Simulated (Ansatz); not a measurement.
Computed with DFT PBE+D3(BJ), scalar-relativistic, plane waves, PAW in Ansatz 0.2.0. Settings: cutoff 420 eV, Γ-centred meshes spaced at most about 0.3 Å⁻¹ (2π included), Gaussian smearing. No spin polarisation.

Temperature and zero-point effects are left out.

Two forms of CdF₂ were relaxed alike.

1.

```cif
data_structure
_symmetry_space_group_name_H-M 'Fm-3m'
_symmetry_Int_Tables_number 225
_cell_length_a 5.4463
_cell_length_b 5.4463
_cell_length_c 5.4463
_cell_angle_alpha 90.000
_cell_angle_beta 90.000
_cell_angle_gamma 90.000
_cell_volume 161.55
loop_
_atom_site_label
_atom_site_type_symbol
_atom_site_symmetry_multiplicity
_atom_site_Wyckoff_symbol
_atom_site_fract_x
_atom_site_fract_y
_atom_site_fract_z
_atom_site_occupancy
Cd1 Cd 4 a 0.00000 0.00000 0.00000 1
F1 F 8 c 0.25000 0.75000 0.75000 1
```

2.

```cif
data_structure
_symmetry_space_group_name_H-M 'P6_3mc'
_symmetry_Int_Tables_number 186
_cell_length_a 3.6609
_cell_length_b 3.6609
_cell_length_c 7.1333
_cell_angle_alpha 90.000
_cell_angle_beta 90.000
_cell_angle_gamma 120.000
_cell_volume 82.79
loop_
_atom_site_label
_atom_site_type_symbol
_atom_site_symmetry_multiplicity
_atom_site_Wyckoff_symbol
_atom_site_fract_x
_atom_site_fract_y
_atom_site_fract_z
_atom_site_occupancy
Cd1 Cd 2 b 0.66667 0.33333 0.66528 1
F1 F 2 a 0.00000 0.00000 0.77611 1
F2 F 2 b 0.33333 0.66667 0.52484 1
```

Question: Which would you expect to be lower, and how large is the difference?

Answer: Cell 1 is lower, by 65 meV/atom. Cell 1 has the fluorite type, space group Fm-3m (No. 225), 13.5 Å³/atom and a gap of 2.98 eV on its mesh; cell 2 has space group P6_3mc (No. 186), 13.8 Å³/atom and a gap of 2.84 eV. Counting F atoms around Cd (those within 1.25 times the shortest such distance or 1.15 times the sum of covalent radii; a plus sign parts nearer from farther groups), cell 1 has Cd 8 and cell 2 has Cd 6+1. In cell 1, Cd has 8 F at 2.36 Å; around F lie 4 Cd at 2.36 Å and 6 F at 2.72 Å. In cell 2, around Cd lie 6 F at 2.26–2.34 Å and 1 F at 2.56 Å; F on its first site has 3 Cd at 2.26 Å and 6 F at 2.76–2.77 Å; F on its second site is surrounded by 3 Cd at 2.34 Å, 1 Cd at 2.56 Å and 6 F at 2.76–2.77 Å. Origin: cell 1, reached from a cell as deposited in COD, among other starts; cell 2, invented. Checks on cell 1: no imaginary mode on a 2×2×2 q mesh. Checks on cell 2: no imaginary mode on a 2×2×1 q mesh.

Kohn–Sham gaps at this level usually fall short of measured ones.
